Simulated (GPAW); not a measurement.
Runs of GPAW 26.7.0 on TiSi. The structure is orthorhombic, space group Cmmm (No. 65). The conventional cell has a = 3.632 Å, b = 4.235 Å, c = 3.804 Å, α = 90.00°, β = 90.00°, γ = 90.00°. Ti (site symmetry mmm) is surrounded by 8 Si at 2.63 to 2.85 Å and 4 Ti at 2.79 Å. Si (site symmetry mmm) has 8 Ti at 2.63 to 2.85 Å and 4 Si at 2.79 Å as nearest neighbours. The cell comes from a database or a generator and needn't be the stable form of this composition.

| level | gap on the mesh (eV) | pressure (GPa) | relaxed volume (Å³/atom) |
| --- | --- | --- | --- |
| PBEsol+D4 | none | 0.0 | 13.90 |
| PBEsol+D3(BJ) | none | 0.0 | (b) |
| PBEsol+D3(BJ)+ATM | none | -0.1 | (a) |
| PBEsol | none | 0.0 | 14.11 |
| PBEsol+D3 | none | -0.1 | 13.66 |

Alike in all rows: task relaxation of cell and atoms; potentials or basis PAW data sets generated in the run's folder for this functional, pw; no spin polarisation; cell relaxed; k mesh 8 × 8 × 6; cutoff (eV) 600; smearing fermi-dirac 0.05 eV.

Q: Fill in the values left out.

A: (a) 13.63; (b) 13.51.

Caveats: later steps reuse the first step's grids; pairwise dispersion overbinds metals, which lowers pressure and volume (some runs).

A gap of «none» marks a metal or a gap under the smearing width.

Runs at the PBE level aren't shown here.
